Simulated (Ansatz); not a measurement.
Here is an Ansatz 0.2.0 calculation.

input.yaml

```yaml
crystal:
  lattice:
    - [0.0, 3.06065, 3.06065]
    - [3.06065, 0.0, 3.06065]
    - [3.06065, 3.06065, 0.0]
  atoms:
    - { symbol: Pb, position: [0.0, 0.0, 0.0] }
    - { symbol: Se, position: [0.5, 0.5, 0.5] }
hamiltonian:
  xc: pbe
  pseudopotentials: { kind: paw }
kpoints:
  mp_grid: { grid: [8, 8, 8] }
scf:
  occupations: { method: gaussian, width: 0.017 }
output:
  forces: true
  stress: true
  eigenvalues: true
```

Potentials or basis: Ansatz PAW.

Command:

```console
$ ansatz run input.yaml --threads 2 --pin off --max-ram 5632MiB --backend cpu --events-out ev --progress --plain --runs-dir out
```

**Question.** Predict the pressure.

**Answer.** 2.4 GPa.

**Question.** What does it give for the band gap on the k mesh?

**Answer.** 0.29 eV, direct.

Caveat: spin-orbit coupling is left out, which as a rule narrows the gap of such compounds by several tenths of an eV.

**What was measured.**

From a printed reference work, monograph, for a bulk crystal of PbSe at 300 K: band gap 0.28 eV (direct).

Measured gap of PbSe: 0.28 eV (direct; 300 K; a printed reference work, monograph). This calculation gives 0.29 eV (+0.01 eV). 2 values of this kind are on record (0.15 to 0.28 eV); this one was drawn at random. Spin-orbit coupling on Pb, Se is left out. The value is that of PBE on a finite k mesh, which can miss the band edges, without temperature or zero-point motion.
